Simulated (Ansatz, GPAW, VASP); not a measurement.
**One calculation of Ge, 4 ways**

```xyz
2
Lattice="0.0000 2.8289 2.8289 2.8289 0.0000 2.8289 2.8289 2.8289 0.0000" Properties=species:S:1:pos:R:3 pbc="T T T"
Ge    4.2434    4.2434    4.2434
Ge    2.8289    2.8289    2.8289
```

Alike in all runs: task single point; functional PBE; k mesh 8 × 8 × 8; occupations gaussian, width 0.022 eV; no spin polarisation; no spin-orbit coupling. Pressure is positive in compression and, in plane waves, holds the error of the finite cutoff, which Ansatz's Pulay term estimates and takes out.

```tsv
program and potentials	plane-wave cutoff (eV)	notes	band gap (eV)	pressure (GPa)
Ansatz, Ansatz PAW	420	14 valence electrons an atom on average; Pulay term of +0.03 GPa included	0.03	3.58
VASP, PBE PAW files Ge_d, 520 eV	520	14 valence electrons an atom on average	0.03	3.54
Ansatz, all-electron LAPW, scalar-relativistic	-	-	?	?
GPAW, GPAW PAW data sets (gpaw-data 1.2.1)	600	4 valence electrons an atom on average	0.09	3.84
```

Estimate from the other rows what the run with Ansatz, all-electron LAPW, scalar-relativistic gave.

Band gap 0.04 eV; pressure 3.57 GPa. The other rows, which needn't bracket it: band gap 0.03 to 0.09; pressure 3.54 to 3.84.
